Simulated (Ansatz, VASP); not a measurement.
**NaH: VASP beside Ansatz**

File POSCAR:

```
NaH
1.0
    2.9551240000      0.0000000000      0.0000000000
    0.0000000000      2.9551240000      0.0775720050
    0.0000000000      0.0775720050      2.9551240000
Na H
1 1
Direct
    0.0000000000      0.0000000000      0.0000000000
    0.5000000000      0.5000000000      0.5000000000
```

The input INCAR.step1:

```
SYSTEM = NaH
  ALGO = Normal
  EDIFF = 1E-4
  ENCUT = 520
  GGA = PE
  ISMEAR = 0
  LASPH = .TRUE.
  LCHARG = .FALSE.
  LREAL = .FALSE.
  LWAVE = .TRUE.
  NBANDS = 11
  NELM = 100
  PREC = Accurate
  SIGMA = 0.05
```

File INCAR.step2:

```
SYSTEM = NaH
  ALGO = Normal
  EDIFF = 1E-7
  ENCUT = 520
  ISIF = 2
  ISMEAR = 0
  ISTART = 1
  LASPH = .TRUE.
  LCHARG = .FALSE.
  LMIXTAU = .TRUE.
  LREAL = .FALSE.
  LWAVE = .FALSE.
  METAGGA = R2SCAN
  NBANDS = 11
  NELM = 100
  PREC = Accurate
  SIGMA = 0.05
```

KPOINTS

```
k-points
0
G
  10 10 10
  0 0 0
```

Input for Ansatz:

```yaml
crystal:
  lattice:
    - [2.955124, 0.0, 0.0]
    - [0.0, 2.955124, 0.077572005]
    - [0.0, 0.077572005, 2.955124]
  atoms:
    - { symbol: Na, position: [0.0, 0.0, 0.0] }
    - { symbol: H, position: [0.5, 0.5, 0.5] }
basis:
  ecutwfc: 500
kpoints:
  mp_grid: { grid: [10, 10, 10] }
hamiltonian:
  xc: r2scan
scf:
  occupations: { method: gaussian, width: 0.05 }
output:
  forces: true
  stress: true
  eigenvalues: true
```

Change from the starting cell: strain +0.0525 x Voigt [0, 0, 0, 1, 0, 0], atoms carried along.

Alike in both runs: task single point; functional r2SCAN; k mesh 10 × 10 × 10; occupations gaussian, width 0.05 eV; no spin polarisation.

|  | VASP | Ansatz |
| --- | --- | --- |
| version | VASP 6.6.1 | Ansatz 0.2.0 |
| potentials or method | VASP PAW PBE potentials, release 64 (Na_pv, H) | scalar-relativistic, plane waves, PAW |
| plane-wave cutoff (eV) | 520 | 500 |
| valence electrons in the cell | 8 | 10 |

Ansatz gave:

| Item | Value |
| --- | --- |
| gap on the k mesh at the Fermi level (eV) | 1.61 |
| least direct gap on the mesh (eV) | 5.09 |
| pressure (GPa) | -0.5 |
| largest component of the traceless stress (GPa) | 0.24 |

Question: Estimate VASP's values.

Answer: gap on the k mesh at the Fermi level (eV): 1.62; least direct gap on the mesh (eV): 5.10; pressure (GPa): -0.8; largest component of the traceless stress (GPa): 0.25.

The two sets of potentials don't hold the same shells in valence.

Caveats: the PAW data sets were made with another functional, which shifts forces and pressure a little (VASP). A k mesh can miss the band edges.
